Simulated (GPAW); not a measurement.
# Bi (Im-3m) in GPAW: a series of runs, part 2 of 2

GPAW 26.7.0. The steps go on from the part before.

## Step 4: Single point, r2SCAN

Contents of run.py:

```python
from ase import Atoms
from ase.dft.bandgap import bandgap
from ase.io import write
from ase.units import GPa
from gpaw import GPAW, PW

atoms = Atoms(['Bi'],
              cell=[[-1.9814305318, 1.9814305318, 1.9814305318],
                    [1.9814305318, -1.9814305318, 1.9814305318],
                    [1.9814305318, 1.9814305318, -1.9814305318]],
              scaled_positions=[[0.0, 0.0, 0.0]],
              pbc=True)

calc = GPAW(mode=PW(600),
            xc='MGGA_X_R2SCAN+MGGA_C_R2SCAN',
            kpts={'size': (9, 9, 9), 'gamma': True},
            occupations={'name': 'fermi-dirac', 'width': 0.05},
            nbands=15,
            convergence={'density': 1e-05, 'energy': 1e-05},
            maxiter=150,
            txt='gpaw.txt')
atoms.calc = calc
energy = atoms.get_potential_energy()
forces = atoms.get_forces()
stress = atoms.get_stress()
calc.write('gs.gpw')
write('result.traj', atoms)
print(f'Energy: {energy:.6f} eV')
print('Forces (eV/A):')
print(forces.round(4))
print('Stress (GPa):', (stress / GPa).round(3))
print('Fermi level:', round(calc.get_fermi_level(), 4), 'eV')
print(f'Gap: {bandgap(calc)[0]:.4f} eV, direct: {bandgap(calc, direct=True)[0]:.4f} eV')
```

Potentials or basis: GPAW PAW data sets (gpaw-data 1.2.1), pw.

The run is started by

```bash
> OMP_NUM_THREADS=1 python run.py
```

gpaw.txt:

```text
__  _  _
 | _ |_)|_||  |
 |__||  | ||/\| - 26.7.0

Input parameters:
  mode=PW(ecut=600.0),
  convergence={'density': 1e-05, 'energy': 1e-05},
  kpts=MonkhorstPack(size=(9, 9, 9), gamma=True),
  maxiter=150,
  nbands=15,
  occupations=Occupations(name='fermi-dirac', width=0.05),
  xc=XC(name='MGGA_X_R2SCAN+MGGA_C_R2SCAN')

Diagonalizing LCAO Hamiltonian
Converting LCAO to pw mode

       Bi

Atoms  # Å, Bohr magnetons
|   | symbol |        x |        y |        z |    initial magnetic moments |
|---|--------|----------|----------|----------|-----------------------------|
| 0 |     Bi | 0.000000 | 0.000000 | 0.000000 | ( 0.0000,  0.0000,  0.0000) |

Unit cell  # Å
| periodic |         x |         y |         z |  lengths |     angles |
|----------|-----------|-----------|-----------|----------|------------|
|      yes | -1.981431 |  1.981431 |  1.981431 | 3.431938 | 109.471221 |
|      yes |  1.981431 | -1.981431 |  1.981431 | 3.431938 | 109.471221 |
|      yes |  1.981431 |  1.981431 | -1.981431 | 3.431938 | 109.471221 |

Number of symmetries: 48
Symmetry operations  # r_c * U_cc + t_c -> r_c
|    | kind |            matrix            |
|----|------|------------------------------|
|  0 |  σ   |  1, 1, 1,  0, 0,-1,  0,-1, 0 |
|  1 |  C4  |  1, 1, 1,  0, 0,-1, -1, 0, 0 |
|  2 |  C2  |  1, 1, 1,  0,-1, 0,  0, 0,-1 |
|  3 |  S6  |  1, 1, 1,  0,-1, 0, -1, 0, 0 |
|  4 |  S6  |  1, 1, 1, -1, 0, 0,  0, 0,-1 |
|  5 |  C4  |  1, 1, 1, -1, 0, 0,  0,-1, 0 |
|  6 |  E   |  1, 0, 0,  0, 1, 0,  0, 0, 1 |
|  7 |  σ   |  1, 0, 0,  0, 1, 0, -1,-1,-1 |
|  8 |  σ   |  1, 0, 0,  0, 0, 1,  0, 1, 0 |
|  9 |  C3  |  1, 0, 0,  0, 0, 1, -1,-1,-1 |
| 10 |  C3  |  1, 0, 0, -1,-1,-1,  0, 1, 0 |
| 11 |  σ   |  1, 0, 0, -1,-1,-1,  0, 0, 1 |
| 12 |  σ   |  0, 1, 0,  1, 0, 0,  0, 0, 1 |
| 13 |  C2  |  0, 1, 0,  1, 0, 0, -1,-1,-1 |
| 14 |  C3  |  0, 1, 0,  0, 0, 1,  1, 0, 0 |
| 15 |  S4  |  0, 1, 0,  0, 0, 1, -1,-1,-1 |
| 16 |  S4  |  0, 1, 0, -1,-1,-1,  1, 0, 0 |
| 17 |  C3  |  0, 1, 0, -1,-1,-1,  0, 0, 1 |
| 18 |  C3  |  0, 0, 1,  1, 0, 0,  0, 1, 0 |
| 19 |  S4  |  0, 0, 1,  1, 0, 0, -1,-1,-1 |
| 20 |  σ   |  0, 0, 1,  0, 1, 0,  1, 0, 0 |
| 21 |  C3  |  0, 0, 1,  0, 1, 0, -1,-1,-1 |
| 22 |  C2  |  0, 0, 1, -1,-1,-1,  1, 0, 0 |
| 23 |  S4  |  0, 0, 1, -1,-1,-1,  0, 1, 0 |
| 24 |  C4  |  0, 0,-1,  1, 1, 1,  0,-1, 0 |
| 25 |  σ   |  0, 0,-1,  1, 1, 1, -1, 0, 0 |
| 26 |  S6  |  0, 0,-1,  0,-1, 0,  1, 1, 1 |
| 27 |  C2  |  0, 0,-1,  0,-1, 0, -1, 0, 0 |
| 28 |  C4  |  0, 0,-1, -1, 0, 0,  1, 1, 1 |
| 29 |  S6  |  0, 0,-1, -1, 0, 0,  0,-1, 0 |
| 30 |  S6  |  0,-1, 0,  1, 1, 1,  0, 0,-1 |
| 31 |  C4  |  0,-1, 0,  1, 1, 1, -1, 0, 0 |
| 32 |  C4  |  0,-1, 0,  0, 0,-1,  1, 1, 1 |
| 33 |  S6  |  0,-1, 0,  0, 0,-1, -1, 0, 0 |
| 34 |  σ   |  0,-1, 0, -1, 0, 0,  1, 1, 1 |
| 35 |  C2  |  0,-1, 0, -1, 0, 0,  0, 0,-1 |
| 36 |  C2  | -1, 0, 0,  1, 1, 1,  0, 0,-1 |
| 37 |  S6  | -1, 0, 0,  1, 1, 1,  0,-1, 0 |
| 38 |  S6  | -1, 0, 0,  0, 0,-1,  1, 1, 1 |
| 39 |  C2  | -1, 0, 0,  0, 0,-1,  0,-1, 0 |
| 40 |  C2  | -1, 0, 0,  0,-1, 0,  1, 1, 1 |
| 41 |  i   | -1, 0, 0,  0,-1, 0,  0, 0,-1 |
| 42 |  S4  | -1,-1,-1,  1, 0, 0,  0, 1, 0 |
| 43 |  C3  | -1,-1,-1,  1, 0, 0,  0, 0, 1 |
| 44 |  C3  | -1,-1,-1,  0, 1, 0,  1, 0, 0 |
| 45 |  σ   | -1,-1,-1,  0, 1, 0,  0, 0, 1 |
| 46 |  S4  | -1,-1,-1,  0, 0, 1,  1, 0, 0 |
| 47 |  C2  | -1,-1,-1,  0, 0, 1,  0, 1, 0 |

BZ-sampling:
  Number of BZ points: 729
  Number of IBZ points: 35

  Monkhorst-Pack size: [9, 9, 9]
  Monkhorst-Pack shift: [0, 0, 0]

K-points  # in reciprocal-cell coordinates
|     |                                coordinates |     weight |
|-----|--------------------------------------------|------------|
|   0 | (  0.00000000,   0.00000000,   0.00000000) | 0.00137174 |
|   1 | (  0.11111111,   0.00000000,   0.00000000) | 0.01646091 |
|   2 | (  0.11111111,   0.11111111,  -0.11111111) | 0.00823045 |
|   3 | (  0.22222222,   0.00000000,  -0.11111111) | 0.03292181 |
|   4 | (  0.22222222,   0.00000000,   0.00000000) | 0.01646091 |
|   5 | (  0.22222222,   0.11111111,  -0.11111111) | 0.03292181 |
|   6 | (  0.22222222,   0.22222222,  -0.22222222) | 0.00823045 |
|   7 | (  0.33333333,  -0.11111111,  -0.11111111) | 0.01097394 |
|   8 | (  0.33333333,   0.00000000,  -0.11111111) | 0.06584362 |
|   9 | (  0.33333333,   0.00000000,   0.00000000) | 0.01646091 |
| ... |                                            |            |
|  34 | (  0.44444444,   0.44444444,   0.44444444) | 0.01097394 |

Plane wave coefficients: 1055
Cutoff: 600.0 eV

Spin-components: 1 (collinear spins)
Bands:           15
Projectors:      6
Spin-degeneracy: 2
Datatype:        complex128

Parallelization:
  kpt:    1
  domain: 1
  band:   1

Density:
  Valence electrons: 15.0
  Components: 1
  Grid points: [20 20 20]
  Charge: 0.0  # |e|

Potential:
  Grid points: [20 20 20]

species:
  Bi:
    name:    Bismuth
    Z:       83.0
    valence: 15
    core:    68
    charge:  0.0  # [|e|]
    compensation charges:
      type: gauss
      rc: 0.38  # [Å]
      lmax: 2
    cutoffs:
      filter: 2.23  # [Å]
      core: 2.33  # [Å]
    projectors
    | kind |    occ | energy [eV] | rcut [Å] |
    |------|--------|-------------|----------|
    |   6s |  2.000 |     -14.385 |    1.286 |
    |   6p |  3.000 |      -4.580 |    1.275 |
    |   5d | 10.000 |     -27.119 |    1.349 |
    |    s |        |      12.827 |    1.286 |
    |    p |        |      22.631 |    1.275 |
    |    d |        |       0.093 |    1.349 |

    Using partial waves for Bi as LCAO basis

Reference energy: -584848.382953  # eV

eigensolver:
  PPCG
  Converge bands: occupied
  niter=2

density mixing:
  MSR1-Mixer
  Pratt-step length: 0.05
  Maximum mixing coefficient: 0.75
  Old densities: 10
  SVD Regularization: 0.005
  Good broyden scale: 1.0
  Trust region scale: 1.0
  Backstep threshold: 4.0
  History deletion threshold: 6.0
  Fourier metric: weight=20.0, sigma=0.015

occupation numbers:
  Fermi-Dirac:
    width: 0.0500  # eV

poisson solver:
  ecut: 4800.0  # eV

xc functional:
  name: MGGA_X_R2SCAN+MGGA_C_R2SCAN with 2 nearest neighbor stencil

convergence criteria:
- Maximum integral of absolute [dens]ity change: 1e-05 electrons / valence electron
- Maximum [total energy] change in last 3 cyles: 1e-05 eV / valence electron
- Maximum integral of absolute [eigenst]ate change: 4e-08 eV^2 / valence electron
maximum number of iterations: 150

SCF iterations
|iter     | |      energy | eigst |  dens |
|---------|-|-------------|-------|-------|
|iter:   1| |  -24.085566 | -0.40 |       |
|iter:   2| |  -21.516507 | -2.10 | -1.77 |
|iter:   3| |  -21.525188 | -3.06 | -1.88 |
|iter:   4| |  -21.538028 | -2.71 | -1.97 |
|iter:   5| |  -21.539370 | -3.18 | -2.21 |
|iter:   6| |  -21.539180 | -3.93 | -2.42 |
|iter:   7| |  -21.539233 | -5.74 | -2.55 |
|iter:   8| |  -21.539247c| -6.04 | -2.66 |
|iter:   9| |  -21.539203c| -5.06 | -2.77 |
|iter:  10| |  -21.539233c| -5.44 | -3.34 |
|iter:  11| |  -21.539234c| -7.36 | -4.17 |
|iter:  12| |  -21.539235c| -7.53c| -4.73 |
|iter:  13| |  -21.539235c| -8.58c| -5.60c|

Converged in 13 steps
Energy contributions relative to reference atoms: (reference = -584848.382953)

Energy contributions:
  Kinetic:          18.458154
  Coulomb:         -17.069577
  Zero:             -1.347225
  External:          0.000000
  Xc:              -21.578590
  Entropy:          -0.003994
  Spinorbit:         0.000000
  ----------------------------
  Free energy:     -21.541232
  Extrapolated:    -21.539235

dipole moment: (-7.708425, -7.708425, -7.708425)  # |e|*Ang

Fermi level: 7.676
Eigenvalues  # (at kpt = [0.000, 0.000, 0.000])
| band index |      eig [eV] | occ [0-2] |
|------------|---------------|-----------|
|          0 |       -16.425 |     2.000 |
|          1 |       -16.425 |     2.000 |
|          2 |       -16.425 |     2.000 |
|          3 |       -16.282 |     2.000 |
|          4 |       -16.282 |     2.000 |
|          5 |        -6.464 |     2.000 |
|          6 |        12.915 |     0.000 |
|          7 |        12.915 |     0.000 |
|          8 |        12.915 |     0.000 |
|          9 |        17.803 |     0.000 |
|         10 |        18.998 |     0.000 |
|         11 |        18.998 |     0.000 |
|         12 |        18.998 |     0.000 |
|         13 |        19.714 |     0.000 |
|         14 |        19.714 |     0.000 |

No gap
No difference between direct/indirect transitions

Forces  # eV/Ang
|       x |       y |       z |
|---------|---------|---------|
| 0.00000 | 0.00000 | 0.00000 |  # Bi   0

Stress tensor  # eV/Ang^3
|         x |         y |         z |
|-----------|-----------|-----------|
| -0.000766 |  0.000000 |  0.000000 |
|  0.000000 | -0.000766 | -0.000000 |
|  0.000000 | -0.000000 | -0.000766 |

# Writing to gs.gpw (mode='')
```

Wall time 24 s (1 thread of Arm Neoverse V2, shared host); peak memory 0.25 GiB.

What came out:

| Item | Value |
| --- | --- |
| Free energy | -21.5412 eV |
| Pressure | 0.1 GPa |
| Band gap on the k mesh | none (metal or under the smearing width) |

Caveat: the PAW data sets were made with another functional, which shifts forces and pressure a little; spin-orbit coupling is left out, which moves the levels of the heavy elements.

## Step 5: The runs side by side

```tsv
level	potentials or basis	eigensolver	gap on the mesh (eV)	pressure (GPa)
PW91	PAW data sets generated in the run's folder for this functional, pw	-	none	0.7
BLYP	PAW data sets generated in the run's folder for this functional, pw	davidson	none	4.9
r2SCAN	GPAW PAW data sets (gpaw-data 1.2.1), pw	-	none	0.1
```

Alike in all rows: task single point; no spin polarisation; cell as given; k mesh 9 × 9 × 9; cutoff (eV) 600; smearing fermi-dirac 0.05 eV.

Caveats: spin-orbit coupling is left out, which moves the levels of the heavy elements; the PAW data sets were made with another functional, which shifts forces and pressure a little (some runs).

Total energies depend on the potentials used, so only differences within one code and one set of settings carry meaning.
